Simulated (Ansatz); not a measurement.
The system is Nb.

```
Nb
1.0
    -1.66395    1.66395    1.66395
     1.66395   -1.66395    1.66395
     1.66395    1.66395   -1.66395
Nb
1
Direct
  0.00000 0.00000 0.00000
```

Base run:

- Program: Ansatz 0.2.0
- Functional: revPBE
- Potentials or basis: Ansatz PAW
- Cutoff: 420 eV (not typed: the program's choice for these potentials)
- k mesh: 11 × 11 × 11
- Occupations: fermi-dirac, width 0.05 eV
- Spin: no spin polarisation

Its results: band gap on the k mesh none (metal or under the smearing width); pressure 0.0 GPa.

**Question.** After a change of settings the same cell gave: band gap on the k mesh none (metal or under the smearing width); pressure -7.8 GPa. Which change was it?
A. functional from revPBE to HSEsol; k mesh from 11 × 11 × 11 to 6 × 6 × 6
B. functional from revPBE to LDA; occupations from fermi-dirac, width 0.05 eV to gaussian, width 0.1 eV
C. functional from revPBE to r2SCAN0; cutoff from 420 eV (not typed: the program's choice for these potentials) to 500 eV (not typed: the program's choice for these potentials); k mesh from 11 × 11 × 11 to 6 × 6 × 6
D. functional from revPBE to PBEsol

**Answer.** D.

PBEsol binds more tightly than revPBE, so the same cell stands under less pressure.

Caveats: the PAW data sets come from PBE, with cores solved anew for the run's functional, which leaves a small shift of forces and pressure.

Runs at the PBE level aren't shown here.
